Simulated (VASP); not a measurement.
# TiPbO4 (Cmmm) in VASP: phonons with PBE

Aim: the phonons of TiPbO4 with PBE.

Program: VASP 6.6.1. These are calculated values, not measurements. Logs are shortened: lines on timing, memory, paths and dates and some standing lists are left out, and cuts for length are marked.

## (1) Starting point

The structure is orthorhombic, space group Cmmm (No. 65). The conventional cell has a = 6.878 Å, b = 6.918 Å, c = 3.183 Å, α = 90.00°, β = 90.00°, γ = 90.00°. Ti (site symmetry mmm) has 6 O at 1.98 to 2.01 Å as nearest neighbours. Around Pb (site symmetry mmm) lie 6 O at 2.16 to 2.23 Å. Around O (site symmetry 2mm) lie 1 Ti at 1.98 Å and 2 Pb at 2.16 Å. Around O (site symmetry m2m) lie 2 Ti at 2.01 Å and 1 Pb at 2.23 Å.

The cell was built by a generator and needn't be a form met in nature.

## (2) Phonons, PBE

POSCAR

```
TiPbO4
1.0
    3.4389500000     -3.4587900000      0.0000000000
    3.4389500000      3.4587900000      0.0000000000
    0.0000000000      0.0000000000      3.1825800000
Ti Pb O
1 1 4
Direct
    0.5000000000      0.5000000000      0.5000000000
    0.0000000000      0.0000000000      0.0000000000
    0.2126400000      0.2126400000      0.5000000000
    0.7873600000      0.7873600000      0.5000000000
    0.6772410000      0.3227590000      0.0000000000
    0.3227590000      0.6772410000      0.0000000000
```

INCAR.step1

```
SYSTEM = TiPbO4
  ALGO = Normal
  EDIFF = 1E-8
  EDIFFG = -0.002
  ENCUT = 520
  GGA = PE
  IBRION = 2
  ISIF = 3
  ISMEAR = 0
  KPAR = 4
  LASPH = .True.
  LCHARG = .False.
  LREAL = .False.
  LWAVE = .False.
  NELM = 60
  NSW = 40
  PREC = Accurate
  SIGMA = 0.1
```

INCAR.step2

```
SYSTEM = TiPbO4
  ALGO = Normal
  EDIFF = 1E-8
  ENCUT = 520
  GGA = PE
  IBRION = 6
  ISIF = 2
  ISMEAR = 0
  KPAR = 4
  LASPH = .True.
  LCHARG = .False.
  LREAL = .False.
  LWAVE = .False.
  NELM = 60
  NFREE = 2
  NSW = 1
  POTIM = 0.015
  PREC = Accurate
  SIGMA = 0.1
```

KPOINTS

```
k-points
0
Gamma
  6 6 10
  0 0 0
```

Potentials or basis: VASP PAW PBE potentials, release 64 (Ti_sv, Pb_d, O).

Started as:

```
$ cat potpaw_PBE.64/Ti_sv/POTCAR potpaw_PBE.64/Pb_d/POTCAR potpaw_PBE.64/O/POTCAR > POTCAR
$ cp INCAR.step1 INCAR
$ mpirun -np 4 vasp_std > vasp.out
$ cp CONTCAR POSCAR
$ cp INCAR.step2 INCAR
$ mpirun -np 4 vasp_std > vasp.out
```

OUTCAR:

```text
SYSTEM = TiPbO4
   EDIFF = 1E-8
   ENCUT = 520
   GGA = PE
   IBRION = 6
   ISIF = 2
   ISMEAR = 0
   LASPH = .True.
   LREAL = .False.
   NELM = 60
   NFREE = 2
   NSW = 1
   POTIM = 0.015
   PREC = Accurate

 ion  position               nearest neighbor table
   1  0.500  0.500  0.500-   3 1.98   4 1.98   5 2.01   6 2.01   5 2.01   6 2.01
   2  0.000  0.000  0.000-   3 2.16   4 2.16   3 2.16   4 2.16   5 2.23   6 2.23
   3  0.213  0.213  0.500-   1 1.98   2 2.16   2 2.16
   4  0.787  0.787  0.500-   1 1.98   2 2.16   2 2.16
   5  0.677  0.323  0.000-   1 2.01   1 2.01   2 2.23
   6  0.323  0.677  0.000-   1 2.01   1 2.01   2 2.23

  LATTYP: Found a base centered orthorhombic cell.
 ALAT       =     6.8773045239
 B/A-ratio  =     1.0059953793
 C/A-ratio  =     0.4627404836

  Lattice vectors:

 A1 = (   3.4386522620,  -3.4592682865,   0.0000000000)
 A2 = (   3.4386522620,   3.4592682865,   0.0000000000)
 A3 = (   0.0000000000,   0.0000000000,   3.1824072215)

Analysis of symmetry for initial positions (statically):
=====================================================================
 Subroutine PRICEL returns:
 Original cell was already a primitive cell.

 Routine SETGRP: Setting up the symmetry group for a
 base centered orthorhombic supercell.

 Subroutine GETGRP returns: Found  8 space group operations
 (whereof  8 operations were pure point group operations)
 out of a pool of  8 trial point group operations.

The static configuration has the point symmetry D_2h.

Analysis of symmetry for dynamics (positions and initial velocities):
=====================================================================
 Subroutine PRICEL returns:
 Original cell was already a primitive cell.

 Routine SETGRP: Setting up the symmetry group for a
 base centered orthorhombic supercell.

 Subroutine GETGRP returns: Found  8 space group operations
 (whereof  8 operations were pure point group operations)
 out of a pool of  8 trial point group operations.

The dynamic configuration has the point symmetry D_2h.

 Subroutine INISYM returns: Found  8 space group operations
 (whereof  8 operations are pure point group operations),
 and found     1 'primitive' translations

[... 355 lines left out ...]

 Free energy of the ion-electron system (eV)
  ---------------------------------------------------
  ext. energy  EPLUGINS =         0.00000000
  ---------------------------------------------------
  free energy    TOTEN  =       -42.47245004 eV

  energy without entropy =      -42.47244993  energy(sigma->0) =      -42.47244999

 E-fermi :   4.6470     XC(G=0): -10.8161

 val. band max:        4.3630184327   @ k =   0.0000   0.0000   0.0000
 cond. band min:       4.9304300131   @ k =   0.0000   0.0000   0.0000
 fundamental gap:      0.5674115803
 Fermi energy:         4.6469966556

 k-point     1 :       0.0000    0.0000    0.0000
  band No.  band energies     occupation
      1     -52.6041      2.00000
      2     -28.8402      2.00000
      3     -28.7997      2.00000
      4     -28.7004      2.00000
      5     -14.1615      2.00000
      6     -13.2514      2.00000
[... 781 lines left out ...]
     29       7.7386      0.00000
     30      10.0730      0.00000

 [... further k-points ...]

------------------------ aborting loop because EDIFF is reached ----------------------------------------

  FORCE on cell =-STRESS in cart. coord.  units (eV):
  Direction    XX          YY          ZZ          XY          YZ          ZX
  --------------------------------------------------------------------------------------
  -------------------------------------------------------------------------------------
  Total        0.0075717      0.0027528      0.0028163      0.0000000     -0.0779739      0.0000000
  in kB        0.1602317      0.0582550      0.0595979      0.0000000     -1.6500661      0.0000000
  external PRESSURE =       0.0926949 kB  Pullay stress =       0.0000000 kB
[... 21 lines left out ...]
  FREE ENERGIE OF THE ION-ELECTRON SYSTEM (eV)
  ---------------------------------------------------
  free  energy   TOTEN  =       -42.4724500368 eV

  energy  without entropy=      -42.4724499347  energy(sigma->0) =      -42.47244999

 INTERNAL STRAIN TENSORS FROM DISPLACED ATOMS
 ============================================

 INTERNAL STRAIN TENSOR FOR ION    1 for displacements in x,y,z  (eV/Angst):
          X           Y           Z          XY          YZ          ZX
  --------------------------------------------------------------------------------
  x     0.00000     0.00000     0.00000     0.00000     0.00000     0.00000
  y     0.00000     0.00000     0.00000     0.00000     0.00000     0.00000
  z     0.00000     0.00000     0.00000     0.00000     0.00000     0.00000

 INTERNAL STRAIN TENSOR FOR ION    6 for displacements in x,y,z  (eV/Angst):
          X           Y           Z          XY          YZ          ZX
  --------------------------------------------------------------------------------
  x     0.00000     0.00000    -0.00000    -2.18209     0.00000     0.00000
  y    -5.31998    -6.90978    -7.12355     0.00000     0.00000     0.00000
  z     0.00000     0.00000     0.00000     0.00000    -5.20032     0.00000

 Eigenvectors and eigenvalues of the dynamical matrix
 ----------------------------------------------------

   1 f  =   20.137121 THz   126.525263 2PiTHz  671.702057 cm-1    83.280404 meV
             X         Y         Z           dx          dy          dz
      3.438652  0.000000  1.591204    -0.000000   -0.000000   -0.000000
      0.000000  0.000000  0.000000     0.000000    0.000000    0.000000
      1.462365  0.000000  1.591204    -0.470480    0.000000    0.000000
      5.414939  0.000000  1.591204     0.470480   -0.000000    0.000000
      3.438652 -1.226395  0.000000     0.000000   -0.527872   -0.000000
      3.438652  1.226395  0.000000    -0.000000    0.527872    0.000000
[... 145 lines left out ...]
  18 f/i=    5.200161 THz    32.673575 2PiTHz  173.458697 cm-1    21.506128 meV
             X         Y         Z           dx          dy          dz
      3.438652  0.000000  1.591204     0.000000   -0.000000    0.862795
      0.000000  0.000000  0.000000     0.000000   -0.000000   -0.176220
      1.462365  0.000000  1.591204    -0.000000    0.000000   -0.117358
      5.414939  0.000000  1.591204     0.000000   -0.000000   -0.117358
      3.438652 -1.226395  0.000000    -0.000000   -0.000000   -0.313836
      3.438652  1.226395  0.000000     0.000000   -0.000000   -0.313836

 ELASTIC MODULI CONTR FROM IONIC RELAXATION (kBar)
 Direction    XX          YY          ZZ          XY          YZ          ZX
 --------------------------------------------------------------------------------
 XX         -79.1314    -24.7506    -45.8203      0.0000     -0.0000     -0.0000
 YY         -24.7506   -173.9664   -142.4451     -0.0000      0.0000      0.0000
 ZZ         -45.8203   -142.4451   -125.2719     -0.0000      0.0000      0.0000
 XY           0.0000     -0.0000     -0.0000   -133.1054     -0.0000      0.0000
 YZ          -0.0000      0.0000      0.0000     -0.0000   -167.5369      0.0000
 ZX          -0.0000      0.0000      0.0000      0.0000     -0.0000    -38.8442
 --------------------------------------------------------------------------------
```

It took 15 min on 4 MPI ranks of Intel Xeon Platinum 8488C (Sapphire Rapids), shared host; peak memory 0.51 GiB.

What came out:

```
Highest phonon frequency at Γ, LO-TO splitting left out : 672 cm⁻¹
Most unstable mode                                      : 173i cm⁻¹
```

Phonon frequencies in cm⁻¹ (negative: imaginary):
```
              q point                                                         frequencies
(0.000, 0.000, 0.000)  -173 0 0 0 102 145 183 205 269 296 341 346 410 425 456 464 531 672
```

Caveat: some modes are imaginary. Spin-orbit coupling is left out, which matters for the levels of Pb.
